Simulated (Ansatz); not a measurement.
# CuO (C2/c)

Level of theory: PBE+U, U_eff = 7.0 eV (Dudarev form) on Cu d, fully localised double counting, collinear spin, scalar-relativistic, 420 eV, PAW set soft_2, 7×7×4 mesh, Gaussian smearing of 0.05 eV; plane-wave PAW code Ansatz.

```yaml
crystal:
  lattice:
    - [2.34185, -1.71130, 0.00000]
    - [2.34185, 1.71130, 0.00000]
    - [-0.85003, 0.00000, 5.05787]
  atoms:
    - { symbol: Cu, position: [0.00000, 0.50000, 0.00000] }
    - { symbol: Cu, position: [0.50000, 0.00000, 0.50000] }
    - { symbol: O, position: [0.58160, 0.41840, 0.25000] }
    - { symbol: O, position: [0.41840, 0.58160, 0.75000] }
```

The structure is that of a cell as deposited in COD, unrelaxed.

Cell and atoms stay fixed. Atoms count from 1 in the text and from 0 in parts of the program's output.

Two runs on this cell converged from different starts. The ends of their outputs, energies left out (λ are the eigenvalues of a shell's occupation matrix):

Run A:

```
Magnetization: 0.0000 μB (25.0000 up, 25.0000 down)
Absolute magnetization: 1.5463 μB (∫|ρ↑−ρ↓|, with the PAW one-centre terms)
Per-site moments (μB) at R_I (Å): [(0.59504, 0.80469), (-0.59504, 0.80469), (0.00000, 0.80469), (0.00000, 0.80469)]
Fermi energy:    11.900541 eV
--- Forces (eV/Å), atoms counted from 1 ---
  atom   1  Cu     0.00000000     0.00000000     0.00000000
  atom   2  Cu     0.00000000     0.00000000     0.00000000
  atom   3  O      0.00001357    -0.04103705     0.00000108
  atom   4  O     -0.00001357     0.04103705    -0.00000108
--- Stress (GPa, compression-positive) ---
        8.365956       0.000047      -0.886613
        0.000071       7.737785       0.000072
       -0.886651       0.000121       9.696285
  P = ⅓ Tr σ = 8.6000 GPa (86.000 kbar)
--- Löwdin populations: 4 sites ---
  site symbol       q [e]    m [muB]
     0     Cu     17.9294     0.5448
     1     Cu     17.9294    -0.5448
     2      O      6.9560     0.0000
     3      O      6.9560     0.0000
--- Occupation matrices: 2 shells (run DFT+U table (all-electron-ortho-atomic); ε = 1.54e-3) ---
  Cu0 d_3D up     Tr n = 4.9631  λ = 0.984 0.987 0.997 0.997 0.998
  Cu0 d_3D dn     Tr n = 4.4007  λ = 0.421 0.984 0.998 0.998 0.999
  Cu1 d_3D up     Tr n = 4.4007  λ = 0.421 0.984 0.998 0.998 0.999
  Cu1 d_3D dn     Tr n = 4.9631  λ = 0.984 0.987 0.997 0.997 0.998
```

Run B:

```
Magnetization: 0.0000 μB (25.0000 up, 25.0000 down)
Absolute magnetization: 0.0000 μB (∫|ρ↑−ρ↓|, with the PAW one-centre terms)
Per-site moments (μB) at R_I (Å): [(0.00000, 0.80469), (0.00001, 0.80469), (0.00000, 0.80469), (0.00000, 0.80469)]
Entropy (-TS):   -0.002385 eV (-0.596 meV/atom)
Fermi energy:    11.429306 eV
--- Forces (eV/Å), atoms counted from 1 ---
  atom   1  Cu     0.00000000     0.00000000     0.00000000
  atom   2  Cu     0.00000000     0.00000000     0.00000000
  atom   3  O     -0.00000259     0.13382324     0.00001515
  atom   4  O      0.00000259    -0.13382324    -0.00001515
--- Stress (GPa, compression-positive) ---
       10.098979      -0.000034      -1.693782
       -0.000034       9.065312      -0.000004
       -1.693782      -0.000004       9.363273
  P = ⅓ Tr σ = 9.5092 GPa (95.092 kbar)
--- Löwdin populations: 4 sites ---
  site symbol       q [e]    m [muB]
     0     Cu     18.0883     0.0000
     1     Cu     18.0883     0.0000
     2      O      6.8209     0.0000
     3      O      6.8209     0.0000
--- Occupation matrices: 2 shells (run DFT+U table (all-electron-ortho-atomic); ε = 3.35e-4) ---
  Cu0 d_3D up     Tr n = 4.7767  λ = 0.808 0.980 0.995 0.997 0.997
  Cu0 d_3D dn     Tr n = 4.7766  λ = 0.808 0.980 0.995 0.997 0.997
  Cu1 d_3D up     Tr n = 4.7767  λ = 0.808 0.980 0.995 0.997 0.997
  Cu1 d_3D dn     Tr n = 4.7766  λ = 0.808 0.980 0.995 0.997 0.997
```

Q: Which run lies higher in energy, by how much, and why?

A: Run B, by 121.9 meV/atom. Run B has no gap on the mesh (a metal); run A has a gap of 0.81 eV. Flag on run B: possible saddle point. With J = 0 the Hubbard energy is (U/2) Σ λ(1 − λ), a penalty on fractional natural occupations. The sums Σ λ(1 − λ) over the cell's shells are 0.60 for run A and 0.74 for run B, which at U/2 = 3.50 eV give 2.10 and 2.60 eV per cell. Of the difference of 0.49 eV per cell, the Hubbard term gives 0.50 eV and all other terms -0.01 eV, so the Hubbard term alone decides the order: the other terms favour run B. The other terms are taken on each state's own density, so they aren't the result of a run without U.

Every start opposed the Cu moments, so their parallel order wasn't tried.

In the lower state the fixed cell carries a pressure of 8.6 GPa (the cell is smaller than this level of theory would relax to); relaxing would change energies and could change the order of close states.

Run B started from: typed shells with each spin channel wholly full or empty (5+5 electrons), moments Cu1 0.30; Cu2 -0.30 μB, occupations held for 5 iterations. Run A started from: random orbitals: random mixtures, high spin, moments Cu1 1.00; Cu2 -1.00 μB, occupations held for 5 iterations. At this level the cell was started in 11 ways. Run A holds the lowest state found for this cell, which doesn't make it the ground state. For metallic states the mesh is coarse, so energy differences carry some meV/atom. U is one value of a scan, not fitted to this compound, so the states needn't resemble the real material's. Gaps are Kohn–Sham gaps over the k-mesh alone and may be smaller between its points.
